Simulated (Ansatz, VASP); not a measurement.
Two plane-wave programs on BN

File INCAR:

```
PREC = Accurate
ENCUT = 520
EDIFF = 1E-7
ISMEAR = 0
SIGMA = 0.05
LREAL = F
LASPH = T
NELM = 60
ALGO = Normal
ISIF = 2
LWAVE = F
LCHARG = F
GGA = PS
NBANDS = 11
```

Contents of KPOINTS:

```
Automatic mesh
0
Gamma
  12 12 12
```

POSCAR

```
BN
1.0
    0.0000000000      1.5838022561      2.3757033842
    1.5838022561      0.0000000000      2.3757033842
    1.5838022561      1.5838022561      0.0000000000
B N
1 1
Direct
    0.0000000000      0.0000000000      0.0000000000
    0.7500000000      0.7500000000      0.7500000000
```

Input for Ansatz:

```yaml
crystal:
  lattice:
    - [0.0, 1.5838022561, 2.3757033842]
    - [1.5838022561, 0.0, 2.3757033842]
    - [1.5838022561, 1.5838022561, 0.0]
  atoms:
    - { symbol: B, position: [0.0, 0.0, 0.0] }
    - { symbol: "N", position: [0.75, 0.75, 0.75] }
basis:
  ecutwfc: 420
kpoints:
  mp_grid: { grid: [12, 12, 12] }
hamiltonian:
  xc: pbesol
scf:
  occupations: { method: gaussian, width: 0.05 }
output:
  forces: true
  stress: true
  eigenvalues: true
```

Alike in both runs: task single point; functional PBEsol; k mesh 12 × 12 × 12; occupations gaussian, width 0.05 eV; no spin polarisation.

|  | VASP | Ansatz |
| --- | --- | --- |
| version | VASP 6.6.1 | Ansatz 0.2.0 |
| potentials or method | VASP PAW PBE potentials, release 64 (B, N) | scalar-relativistic, plane waves, PAW |
| plane-wave cutoff (eV) | 520 | 420 |
| valence electrons in the cell | 8 | 8 |

```csv
,VASP,Ansatz,Ansatz less VASP
gap on the k mesh at the Fermi level (eV),none,none,-
pressure (GPa),1.8,1.5,-0.36
largest component of the traceless stress (GPa),240.92,241.07,+0.150
```

A gap of «none» marks a metal or a gap that the smearing closes.

Caveats: the PAW data sets were made with another functional, which shifts forces and pressure a little (VASP).
